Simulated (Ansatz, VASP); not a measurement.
## Two plane-wave programs on Sn

File INCAR:

```
ALGO = Normal ; EDIFF = 1E-7
ENCUT = 520 ; GGA = PE
ISIF = 2 ; ISMEAR = 0
LASPH = True ; LCHARG = False
LREAL = False ; LWAVE = False
NBANDS = 36 ; NELM = 100
PREC = Accurate ; SIGMA = 0.1
```

Contents of KPOINTS:

```
k-points
0
Gamma
  4 4 4
```

File POSCAR:

```
Sn
1.0
    5.4820452168      0.0000000000      0.0000000000
    0.0000000000      5.4820452168      0.0000000000
    0.0000000000      0.0000000000      5.4820452168
Sn
4
Direct
    0.0300000000      0.0300000000      0.0300000000
    0.4700000000      0.9700000000      0.5300000000
    0.5300000000      0.4700000000      0.9700000000
    0.9700000000      0.5300000000      0.4700000000
```

Input for Ansatz:

```yaml
crystal:
  lattice:
    - [5.4820452168, 0.0, 0.0]
    - [0.0, 5.4820452168, 0.0]
    - [0.0, 0.0, 5.4820452168]
  atoms:
    - { symbol: Sn, position: [0.03, 0.03, 0.03] }
    - { symbol: Sn, position: [0.47, 0.97, 0.53] }
    - { symbol: Sn, position: [0.53, 0.47, 0.97] }
    - { symbol: Sn, position: [0.97, 0.53, 0.47] }
basis:
  ecutwfc: 420
kpoints:
  mp_grid: { grid: [4, 4, 4] }
hamiltonian:
  xc: pbe
scf:
  occupations: { method: gaussian, width: 0.1 }
  lower_state_search: "off"
output:
  forces: true
  stress: true
  eigenvalues: true
```

Alike in both runs: task single point; functional PBE; k mesh 4 × 4 × 4; occupations gaussian, width 0.1 eV; no spin polarisation.

```csv
,VASP,Ansatz
version,VASP 6.6.1,Ansatz 0.2.0
potentials or method,"VASP PAW PBE potentials, release 64 (Sn_d)","scalar-relativistic, plane waves, PAW"
plane-wave cutoff (eV),520,420
valence electrons in the cell,56,56
```

```csv
,VASP,Ansatz,Ansatz less VASP
gap on the k mesh at the Fermi level (eV),none,none,-
pressure (GPa),-7.5,-7.5,+0.04
rms of the force components (eV/Å),0.149,0.149,+0.0003
```

Atom by atom the forces differ by 0.000 eV/Å (rms over components). A gap of «none» marks a metal or a gap that the smearing closes.
